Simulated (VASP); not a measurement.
Runs of VASP 6.6.1 on SnTe. Symmetry: Fm-3m, No. 225, cubic system. The conventional cell has a = 6.302 Å, b = 6.302 Å, c = 6.302 Å, α = 90.00°, β = 90.00°, γ = 90.00°. Te (site symmetry m-3m) is surrounded by 6 Sn at 3.15 Å. Sn (site symmetry m-3m) is surrounded by 6 Te at 3.15 Å. 

```csv
level,spin,k mesh,pressure (GPa)
SCAN,off,7 × 7 × 7,0.9
r2SCAN,"SOC, no magnetisation",5 × 5 × 5,(b)
SCAN,"SOC, no magnetisation",5 × 5 × 5,(a)
r2SCAN,off,7 × 7 × 7,1.5
rSCAN,off,7 × 7 × 7,1.7
```

Alike in all rows: task band structure; potentials or basis VASP PAW PBE potentials, release 64 (Te, Sn_d); cell as given; cutoff (eV) 520; smearing fermi-dirac 0.05 eV.

Problem. Estimate the missing entries.

Solution. (a) 0.8; (b) 1.6.

Caveats: the PAW data sets were made with another functional, which shifts forces and pressure a little.

Runs at the PBE level aren't shown here.
